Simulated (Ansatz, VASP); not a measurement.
Two plane-wave programs on AgO

```xyz
4
Lattice="2.5489 2.5489 0.0000 -2.5489 2.5489 0.0000 0.0000 0.0000 5.0978" Properties=species:S:1:pos:R:3 pbc="T T T"
Ag    0.0000    0.0000    0.0000
Ag    0.0000    2.5489    2.5489
O     1.2745    1.2745    1.2745
O    -1.2745    1.2745    3.8234
```

Change from the starting cell: equal strain along all axes, cell held, atoms relaxed: +3.0 %.

Alike in both runs: task single point; functional PBEsol; k mesh 12 × 12 × 8; occupations gaussian, width 0.1 eV; no spin polarisation.

|  | VASP | Ansatz |
| --- | --- | --- |
| version | VASP 6.6.1 | Ansatz 0.2.0 |
| potentials or method | VASP PAW PBE potentials, release 64 (Ag, O) | scalar-relativistic, plane waves, PAW |
| plane-wave cutoff (eV) | 520 | 420 |
| valence electrons in the cell | 34 | 50 |

VASP gave:

* gap on the k mesh at the Fermi level (eV): none
* pressure (GPa): -7.8

Which values does Ansatz return?

gap on the k mesh at the Fermi level (eV): none; pressure (GPa): -7.7.

A gap of «none» marks a metal or a gap that the smearing closes. The two sets of potentials don't hold the same shells in valence.

Caveats: the PAW data sets were made with another functional, which shifts forces and pressure a little (VASP).
